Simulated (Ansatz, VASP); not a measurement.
# ZnS: VASP beside Ansatz

Aim: how closely do two programs agree when they are given the same cell, functional and k mesh? The structure shown is the end of the Ansatz relaxation below.

Main program and level: Ansatz 0.2.0; plane waves, with VASP 6.6.1 beside it; single point at PBEsol.

## 1. The starting structure

It takes space group P6_3mc (No. 186, hexagonal). Conventional cell: a = 3.820 Å, b = 3.820 Å, c = 6.171 Å, α = 90.00°, β = 90.00°, γ = 120.00°. Zn has 4 S at 2.33 Å nearest. Nearest to S lie 4 Zn at 2.33 Å. Farther neighbours and most contacts between anions are not listed.

## 2. Ansatz: relaxation, PBEsol

Ansatz runs on its PAW soft_1 files.

This run makes the geometry at which the two programs are then compared.

File input.yaml:

```yaml
crystal:
  lattice:
    - [3.8200321, 0.0, 0.0]
    - [-1.91001605, 3.3082448419, 0.0]
    - [0.0, 0.0, 6.170474674]
  atoms:
    - { symbol: Zn, position: [0.3333333, 0.6666667, 1.67e-05] }
    - { symbol: Zn, position: [0.6666667, 0.3333333, 0.5000167] }
    - { symbol: S, position: [0.6666667, 0.3333333, 0.125859] }
    - { symbol: S, position: [0.3333333, 0.6666667, 0.625859] }
kpoints:
  mp_grid: { grid: [8, 8, 5] }
scf:
  occupations: { method: fermi_dirac, width: 0.02 }
hamiltonian:
  xc: pbesol
  pseudopotentials: { kind: paw, azcp: { folder: soft_1 }, xc_functional: pbe }
basis:
  ecutwfc: 600
output:
  forces: true
  stress: true
relax:
  f_tol: 0.005
  max_steps: 70
  cell: { stress_tol: 0.02, p_target: 0, fix: [a, b, alpha, beta, gamma] }
```

Started as:

```console
ansatz run input.yaml --threads 8 --pin off --max-ram 18432MiB --backend cpu --events-out ev --progress --plain --runs-dir out
```

Numbers of over 12 decimals in the logs are rounded to 6 here.

What it wrote:

```text
Engine: ansatz 0.2.0, aarch64-unknown-linux-gnu
Pseudopotentials: kind: paw
Pseudopotential: Zn, paw, valence charge 12, recommended cutoff 420 eV (normal), soft_1/Zn.paw.azcp
Pseudopotential: S, paw, valence charge 6, recommended cutoff 420 eV (normal), soft_1/S.paw.azcp
Functional definition: PBEsol
  exchange = pbesol_x
  correlation = pbesol_c
Crystal: 4 atoms, lattice volume = 77.980 Å³
Basis set: ecut = 600 eV, 2623 PW (Γ), exchange–correlation on 64×64×100 points (8 copies of the dense FFT grid, shifted against one another)
Bands: 22, of which v1, the nominal top of the filled ones, is band 18 counted from 1 (17 counted from 0)
Symmetry: 12 space group operations
Space group: P63mc (ITA 186), of the structure as read, at distance tolerance 4.3e-5 Å
k-points: 30 of 320 (time reversal used)
Non-local potential: Zn, projectors of the file, l = 0: 2, l = 1: 2, l = 2: 3, l = 3: 1
Non-local potential: S, projectors of the file, l = 0: 2, l = 1: 2, l = 2: 1
PAW form: soft (Blöchl's): semilocal exchange-correlation on the pseudo side does not see the compensation charge
PAW frozen core: Zn, regenerated for the run's functional, and the local potential with it (the file was generated under x = pbe(κ = 0.804, μ = 0.219515), c = pbe(β = 0.066725))
PAW frozen core: S, regenerated for the run's functional, and the local potential with it (the file was generated under x = pbe(κ = 0.804, μ = 0.219515), c = pbe(β = 0.066725))
PAW one-centre angular grid: Zn, 590 points (default); XC on 64 Gauss nodes
PAW one-centre angular grid: S, 110 points (default); XC on 64 Gauss nodes
Initial density: superposition of atomic densities (chi_scale 0.1, normalization cell, long waves kept (reshape's long-wave potential 0.00 eV rms))
Initial wavefunctions: pseudopotential atomic-orbital guess
Functional: x = pbesol(κ = 0.804, μ = 0.123457), c = pbesol(β = 0.046)
SCF iter   1: F=—  HF=-8335.047848 eV  |F-HF|=—  |Δ(HF+E_count)|=         —  Δρ=3.92e-2  dr2=6.76e-1  ethr=3.10e-3  ⟨swp⟩=7.1  Hψ=3807  notcnv=0
preconditioner: auto → Resta (q_TF=auto, 2.399 Å⁻¹)  ε∞=6.3  [insulator: Δε(μ)=2.315 eV  Ē_g=10.943 eV  σ=0.020 eV  W_gap=1.00  n_scr=22 (ndim 8)  ℏωp=25.2 eV  f_vac=0.005  D(μ)=0.00/eV (n_scr^D=0)  ε∞_Penn≈6.3]
SCF iter   2: F=—  HF=-8334.904173 eV  |F-HF|=—  |Δ(HF+E_count)|=   1.44e-1  Δρ=1.59e-2  dr2=1.48e-1  ethr=1.88e-3  ⟨swp⟩=2.3  Hψ=1414  notcnv=0
SCF iter   3: F=—  HF=-8334.882057 eV  |F-HF|=—  |Δ(HF+E_count)|=   2.21e-2  Δρ=9.96e-3  dr2=4.92e-2  ethr=4.12e-4  ⟨swp⟩=2.0  Hψ=1260  notcnv=0
SCF iter   4: F=—  HF=-8334.868336 eV  |F-HF|=—  |Δ(HF+E_count)|=   1.37e-2  Δρ=3.34e-3  dr2=5.63e-3  ethr=1.37e-4  ⟨swp⟩=2.0  Hψ=1500  notcnv=0
SCF iter   5: F=—  HF=-8334.870108 eV  |F-HF|=—  |Δ(HF+E_count)|=   1.77e-3  Δρ=4.95e-4  dr2=2.49e-4  ethr=1.56e-5  ⟨swp⟩=2.2  Hψ=1228  notcnv=0
SCF iter   6: F=—  HF=-8334.870353 eV  |F-HF|=—  |Δ(HF+E_count)|=   2.46e-4  Δρ=2.93e-4  dr2=7.43e-5  ethr=6.93e-7  ⟨swp⟩=2.3  Hψ=1148  notcnv=0
SCF iter   7: F=—  HF=-8334.870435 eV  |F-HF|=—  |Δ(HF+E_count)|=   8.13e-5  Δρ=9.55e-5  dr2=3.28e-6  ethr=2.06e-7  ⟨swp⟩=2.0  Hψ=1174  notcnv=0
SCF iter   8: F=—  HF=-8334.870439 eV  |F-HF|=—  |Δ(HF+E_count)|=   4.81e-6  Δρ=2.76e-5  dr2=3.31e-7  ethr=9.11e-9  ⟨swp⟩=2.0  Hψ=1138  notcnv=0
SCF iter   9: F=-8334.870440 eV  HF=-8334.870440 eV  |F-HF|=4.82e-9  |Δ(HF+E_count)|=   2.14e-7  Δρ=2.41e-6  dr2=6.07e-9  ethr=2.78e-10  ⟨swp⟩=5.0  Hψ=2869  notcnv=0
SCF 1 converged in 9 iterations: F = -8334.870440 eV  dr2 = 6.07e-9
  greatest PAW one-centre occupation: 0.983 electrons in one spin orbital (limit 2), on the Zn atom at site 1 (counted from 0), in its partial waves of l = 2
relax step   1: F+E_penalty+E_count = -8334.87043957 eV  Δ(F+E_penalty+E_count) = +0.000e0 eV  max|allowed force component| = 1.137e-1 eV/Å  Δτ_max = 0.0000 Å  P = -1.007 GPa  Ω = 77.980 Å³  fix = [a, b, alpha, beta, gamma]  reactions: a -1.783, b -1.783 GPa  (9 SCF iters, dr2 threshold 1.00e-7 eV, accepted)
[...]
relax step   2: F+E_penalty+E_count = -8334.87155018 eV  Δ(F+E_penalty+E_count) = -1.111e-3 eV  max|allowed force component| = 7.710e-2 eV/Å  Δτ_max = 0.0030 Å  P = -1.002 GPa  Ω = 77.965 Å³  energy of the carried Pulay correction = +6.711e-7 eV  fix = [a, b, alpha, beta, gamma]  reactions: a -1.698, b -1.698 GPa  (4 SCF iters, dr2 threshold 4.00e-7 eV, accepted)
[...]
relax step   3: F+E_penalty+E_count = -8334.87252562 eV  Δ(F+E_penalty+E_count) = -9.754e-4 eV  max|allowed force component| = 3.091e-3 eV/Å  Δτ_max = 0.0060 Å  P = -1.038 GPa  Ω = 77.991 Å³  energy of the carried Pulay correction = -4.893e-7 eV  fix = [a, b, alpha, beta, gamma]  reactions: a -1.547, b -1.547 GPa  (5 SCF iters, dr2 threshold 3.81e-7 eV, accepted)
[...]
relax step   4: F+E_penalty+E_count = -8334.87252600 eV  Δ(F+E_penalty+E_count) = -3.829e-7 eV  max|allowed force component| = 3.108e-3 eV/Å  Δτ_max = 0.0000 Å  P = -1.038 GPa  Ω = 77.991 Å³  fix = [a, b, alpha, beta, gamma]  reactions: a -1.547, b -1.547 GPa  stress off target by 1.83e-2 GPa on what of the cell is left free  SCF on the basis re-selected at this cell (its energy is not comparable with the rows above)  (6 SCF iters)
basis re-selected at this cell: Δ(F+E_penalty+E_count) = -3.829e-7 eV, ΔP = +0.000 GPa vs the last step (what re-selecting the basis moved, of the pressure what is left beyond the Pulay correction that the steps carried, after the strain that the cell walked since its last selection, with what the two solves' SCF thresholds leave and, on support functions, any second-order correction that the steps lacked; it is no m [...]
SCF converged after 6 iterations
Free energy (F): -8334.872526 eV
Harris-Foulkes:  -8334.872526 eV  (|F-HF|=3.64e-12)
Internal energy: -8334.872526 eV  (E = F + TS)
E sigma→0 (E₀):  -8334.872526 eV
Fermi energy:    6.890551 eV
--- Per-component energies (eV) ---
  E_band       = 8.692914
  E_kinetic    = 506.432011
  E_local      = -4529.372736  (includes V_loc(G=0)·N_el)
  E_nonlocal   = 1713.229814
  E_hartree    = 1723.502521
  E_xc         = -331.591367
  E_vxc        = -267.966282  (∫ρ·V_xc dr)
  E_paw        = -4905.614136  (= ΣΔE_a)
  E_vpaw       = -860.635007  (= ΣTr[D̂ρ^β])
  E_aug_tail   = 0.000022  (compensation charges beyond the density's cutoff)
  E_ewald      = -2513.177267
  E_core_change = 1.718610  (= ΣΔE_core)
  E_smearing   = -0.000000  (= −TS)
  E_closure    = -0.000000  (closes the sum)
  Σ components = -8334.872526   (vs F -8334.872526, Δ=0.00e0)
--- Forces (eV/Å), atoms counted from 1 ---
  atom   1  Zn    -0.00000000    -0.00000000     0.00310769
  atom   2  Zn     0.00000000     0.00000000     0.00310769
  atom   3  S     -0.00000000     0.00000000    -0.00310793
  atom   4  S     -0.00000000    -0.00000000    -0.00310793
  max |Σ_I F_I| component: 4.84e-7 eV/Å
--- Stress (GPa, compression-positive) ---
       -1.547227      -0.000000       0.000000
       -0.000000      -1.547227       0.000000
        0.000000       0.000000      -0.018282
  P = ⅓ Tr σ = -1.0376 GPa (-10.376 kbar)
--- Relaxed structure (3 steps of the walk, 3 accepted, 1 SCFs on fresh bases) ---
  F+E_penalty+E_count = -8334.87252600 eV   max|allowed force component| = 3.108e-3 eV/Å   (the final SCF, on the basis selected at the relaxed cell)
  cell:  # Å, volume = 77.9910 Å³
    - [3.820032, 0, 0]
    - [-1.910016, 3.308245, 0]
    - [0, 0, 6.171345]
  atoms:
    - { symbol: Zn, position: [0.333333, 0.666667, 0.001472] }
    - { symbol: Zn, position: [0.666667, 0.333333, 0.501472] }
    - { symbol: S, position: [0.666667, 0.333333, 0.124404] }
    - { symbol: S, position: [0.333333, 0.666667, 0.624404] }
```

Reading the cycles: dr2 is the Hartree energy of the density residual (eV), the measure of convergence; HF is the Harris–Foulkes estimate of the energy, which meets the free energy F at convergence.

## 3. VASP: single point, PBEsol, pair 1

The same cell, functional, mesh and smearing now go to VASP, with its own data sets.

Lines of VASP's logs that name or quote its potential files are left out, and so is its time.

File INCAR:

```
SYSTEM = ZnS
PREC = Accurate
ENCUT = 500
EDIFF = 1E-06
NELM = 120
ISMEAR = -1
SIGMA = 0.02
LREAL = .FALSE.
ALGO = Normal
GGA = PS
NBANDS = 24
LORBIT = 11
LWAVE = .FALSE.
LCHARG = .FALSE.
ISIF = 2
LASPH = .TRUE.
GGA_COMPAT = .FALSE.
EFERMI = MIDGAP
KPAR = 2
```

File POSCAR:

```
ZnS
1.0
    3.8200321000      0.0000000000      0.0000000000
   -1.9100160500      3.3082448419      0.0000000000
    0.0000000000      0.0000000000      6.1713448391
Zn S
2 2
Direct
    0.3333333334      0.6666666668      0.0014720028
    0.6666666668      0.3333333334      0.5014720028
    0.6666666668      0.3333333334      0.1244036972
    0.3333333334      0.6666666668      0.6244036972
```

File KPOINTS:

```
Automatic mesh
0
Gamma
8 8 5
0 0 0
```

PAW data sets: Zn and S (PBE family, release 64).

Started as:

```console
mpirun -np 2 vasp_std
```

What it wrote:

```text
[banner, memory and clock lines left out]
running    2 mpi-ranks, on    1 nodes
 distrk:  each k-point on    1 cores,    2 groups
 distr:  one band on    1 cores,    1 groups

 POSCAR found type information on POSCAR ZnS
 POSCAR found :  2 types and       4 ions
|                                                                             |
|               ----> ADVICE to this user running VASP <----                  |
|                                                                             |
|     You enforced a specific xc type in the INCAR file but a different       |
|     [... a line on the potential file left out ...]
|     I HOPE YOU KNOW WHAT YOU ARE DOING!                                     |
|                                                                             |

 LDA part: xc-table for (Slater+PW92), standard interpolation
 POSCAR, INCAR and KPOINTS ok, starting setup
 FFT: planning ... GRIDC
 FFT: planning ... GRID_SOFT
 FFT: planning ... GRID
 WAVECAR not read
 entering main loop
       N       E                     dE             d eps       ncg     rms          rms(c)
DAV:   1     0.227949485639E+03    0.22795E+03   -0.16923E+04  1440   0.176E+03
DAV:   2     0.460806646273E+01   -0.22334E+03   -0.21518E+03  1536   0.354E+02
DAV:   3    -0.155668697415E+02   -0.20175E+02   -0.20074E+02  1800   0.109E+02
DAV:   4    -0.159659341059E+02   -0.39906E+00   -0.39881E+00  1704   0.158E+01
DAV:   5    -0.159736010967E+02   -0.76670E-02   -0.76662E-02  1840   0.209E+00    0.967E+00
DAV:   6    -0.151607881625E+02    0.81281E+00   -0.19988E+00  2048   0.434E+01    0.744E+00
DAV:   7    -0.151741616145E+02   -0.13373E-01   -0.15092E+00  1624   0.732E+00    0.325E+00
DAV:   8    -0.151608874347E+02    0.13274E-01   -0.53976E-02  1944   0.297E+00    0.936E-01
DAV:   9    -0.151605141618E+02    0.37327E-03   -0.14815E-02  2056   0.203E+00    0.229E-01
DAV:  10    -0.151606222853E+02   -0.10812E-03   -0.87155E-04  1888   0.346E-01    0.142E-01
DAV:  11    -0.151607536351E+02   -0.13135E-03   -0.23208E-04  1672   0.174E-01    0.996E-02
DAV:  12    -0.151607489739E+02    0.46612E-05   -0.50502E-05  1808   0.135E-01    0.114E-02
DAV:  13    -0.151607513340E+02   -0.23601E-05   -0.72041E-06  1728   0.150E-02    0.427E-03
DAV:  14    -0.151607511626E+02    0.17140E-06   -0.57336E-07  1160   0.616E-03
   1 F= -.15160751E+02 E0= -.15160751E+02  d E =0.000000E+00
```

Parts of OUTCAR (step 3):

```text
ion  position               nearest neighbor table
   1  0.333  0.667  0.001-   4 2.33   3 2.33   3 2.33   3 2.33
   2  0.667  0.333  0.501-   3 2.33   4 2.33   4 2.33   4 2.33
   3  0.667  0.333  0.124-   2 2.33   1 2.33   1 2.33   1 2.33
   4  0.333  0.667  0.624-   1 2.33   2 2.33   2 2.33   2 2.33

  LATTYP: Found a hexagonal cell.
 ALAT       =     3.8200321000
 C/A-ratio  =     1.6155217227

 Subroutine GETGRP returns: Found 12 space group operations
 (whereof  6 operations were pure point group operations)

The static configuration has the point symmetry C_3v.
 The point group associated with its full space group is C_6v.

 Found     30 irreducible k-points:

   k-points           NKPTS =     30   k-points in BZ     NKDIM =     30   number of bands    NBANDS=     24

   dimension x,y,z NGX =    28 NGY =   28 NGZ =   48
   dimension x,y,z NGXF=    56 NGYF=   56 NGZF=   96

   ENCUT  =  500.0 eV  36.75 Ry    6.06 a.u.   6.96  6.96 11.25*2*pi/ulx,y,z

   NELECT =      36.0000    total number of electrons

 k-points in reciprocal lattice and weights: Automatic mesh
   0.00000000  0.00000000  0.00000000       0.003
   0.12500000 -0.00000000  0.00000000       0.019
   0.25000000 -0.00000000  0.00000000       0.019
   0.37500000 -0.00000000  0.00000000       0.019
   0.50000000 -0.00000000  0.00000000       0.009
   0.12500000  0.12500000  0.00000000       0.019
   0.25000000  0.12500000  0.00000000       0.038
   0.37500000  0.12500000  0.00000000       0.038
   0.25000000  0.25000000  0.00000000       0.019
[...]
0.25000000  0.25000000  0.40000000       0.038
   0.37500000  0.25000000  0.40000000       0.038

 average (electrostatic) potential at core
       1 -36.0007       2 -36.0007       3 -88.5999       4 -88.5999

 E-fermi :   3.1877

 k-point     1 :       0.0000    0.0000    0.0000
  band No.  band energies     occupation
    ...
     14       1.1701      2.00000
     15       1.1701      2.00000
     16       2.1071      2.00000
     17       2.1181      2.00000
     18       2.1181      2.00000
     19       4.2572      0.00000
     20       5.0033      0.00000
     21       8.2829      0.00000
     22       8.2829      0.00000
     23       8.7745      0.00000
    ...

 k-point     2 :       0.1250   -0.0000    0.0000
  band No.  band energies     occupation
    ...
     14       0.3741      2.00000
     15       0.9234      2.00000
     16       1.2336      2.00000
     17       1.9581      2.00000
     18       1.9858      2.00000
     19       5.0695      0.00000
     20       5.7072      0.00000
     21       7.8660      0.00000
     22       8.5886      0.00000
     23       8.9922      0.00000
    ...

 k-point     3 :       0.2500   -0.0000    0.0000
  band No.  band energies     occupation
    ...
     14      -0.9427      2.00000
     15      -0.1188      2.00000
     16       0.4118      2.00000
     17       1.5035      2.00000
     18       1.6603      2.00000
     19       6.0075      0.00000
     20       6.0553      0.00000
     21       7.9344      0.00000
     22       8.6403      0.00000
     23       9.0300      0.00000
    ...

  Total       -0.6659958     -0.6659958      0.0796946      0.0000000     -0.0000000     -0.0000000
  in kB      -13.6816219    -13.6816219      1.6371754      0.0000000     -0.0000000     -0.0000000
  external PRESSURE =      -8.5753561 kB  Pullay stress =       0.0000000 kB

  energy-cutoff  :      500.00
  volume of cell :       77.99
      direct lattice vectors                 reciprocal lattice vectors
     3.820032100  0.000000000  0.000000000     0.261777905  0.151137544  0.000000000
    -1.910016050  3.308244842  0.000000000     0.000000000  0.302275088  0.000000000
     0.000000000  0.000000000  6.171344839     0.000000000  0.000000000  0.162039236

 POSITION                                       TOTAL-FORCE (eV/Angst)
 -----------------------------------------------------------------------------------
      0.00000      2.20550      0.00908        -0.000000      0.000000      0.003315
      1.91002      1.10275      3.09476         0.000000      0.000000      0.003315
      1.91002      1.10275      0.76774         0.000000      0.000000     -0.003315
      0.00000      2.20550      3.85341         0.000000      0.000000     -0.003315
 -----------------------------------------------------------------------------------
    total drift:                               -0.000001     -0.000001      0.001702

  FREE ENERGIE OF THE ION-ELECTRON SYSTEM (eV)
  ---------------------------------------------------
  free  energy   TOTEN  =       -15.1607511626 eV

  energy  without entropy=      -15.1607511626  energy(sigma->0) =      -15.16075116

 total charge
# of ion       s       p       d       tot
------------------------------------------
    1        0.527   0.491   9.800  10.818
    2        0.527   0.491   9.800  10.818
    3        1.309   2.417   0.000   3.726
    4        1.309   2.417   0.000   3.726
--------------------------------------------------
tot          3.671   5.816  19.600  29.087

[... 3 further parts left out ...]
```

The run ends at a pressure of -0.86 GPa, with forces up to 0.0033 eV/Å.

## 4. Side by side

Known differences besides the potentials themselves: the cutoff is 600 eV in Ansatz and 500 eV in VASP; Ansatz makes its cores anew for this functional, VASP keeps those of its PBE data sets; Ansatz's pressure holds a Pulay correction, VASP's none. Total energies have different zeros and are not compared.

Both answers:

| quantity | Ansatz | VASP | difference |
| --- | --- | --- | --- |
| pressure (GPa) | -1.04 | -0.86 | -0.18 |
| gap on the k mesh (eV) | 2.131 | 2.139 | -0.009 |

A gap on the mesh is an upper bound, since the band edges may lie between its points.

## 5. Ansatz: relaxation, PBEsol

This run makes the geometry at which the two programs are then compared. The cell compared in this pair holds 74.79 Å³, against 77.99 Å³ for the pair before.

The structure compared here is the end of the Ansatz relaxation.

Edit input.yaml of step 2 so:

```diff
@@ -2,5 +2,5 @@
   lattice:
-    - [3.8200321, 0.0, 0.0]
-    - [-1.91001605, 3.3082448419, 0.0]
-    - [0.0, 0.0, 6.170474674]
+    - [3.7065658, 0.0, 0.0]
+    - [-1.8532829, 3.2099801436, 0.0]
+    - [0.0, 0.0, 6.282213652]
   atoms:
```

Started as:

```console
ansatz run input.yaml --threads 8 --pin off --max-ram 18432MiB --backend cpu --events-out ev --progress --plain --runs-dir out
```

What it wrote:

```text
[...]
Crystal: 4 atoms, lattice volume = 74.746 Å³
Basis set: ecut = 600 eV, 2515 PW (Γ), exchange–correlation on 60×60×108 points (8 copies of the dense FFT grid, shifted against one another)
Bands: 22, of which v1, the nominal top of the filled ones, is band 18 counted from 1 (17 counted from 0)
Symmetry: 12 space group operations
[...]
k-points: 30 of 320 (time reversal used)
[...]
--- Relaxed structure (4 steps of the walk, 4 accepted, 1 SCFs on fresh bases) ---
[...]
cell:  # Å, volume = 74.7859 Å³
    - [3.706566, 0, 0]
    - [-1.853283, 3.209980, 0]
    - [0, 0, 6.285589]
  atoms:
    - { symbol: Zn, position: [0.333333, 0.666667, -0.00320654] }
    - { symbol: Zn, position: [0.666667, 0.333333, 0.496793] }
    - { symbol: S, position: [0.666667, 0.333333, 0.129082] }
    - { symbol: S, position: [0.333333, 0.666667, 0.629082] }
[key lines of the parts left out:]
SCF converged after 7 iterations
Free energy (F): -8334.848744 eV
Fermi energy:    7.549228 eV
P = ⅓ Tr σ = 2.2229 GPa (22.229 kbar)
```

(Continued in part 2 of 2.)

[Lines on the potential files, build, host, timing and source positions are cut from VASP's logs without a mark.]

[Logs are printed without paths, hosts, clocks, repeated set-up lines and the standing remarks that a program may print on its own settings, such as how far it seeks lower states.]

[Hosts, paths, dates, database ids (printed as entryN), source tags and the programs' standing remarks are cut or masked in the printed files.]
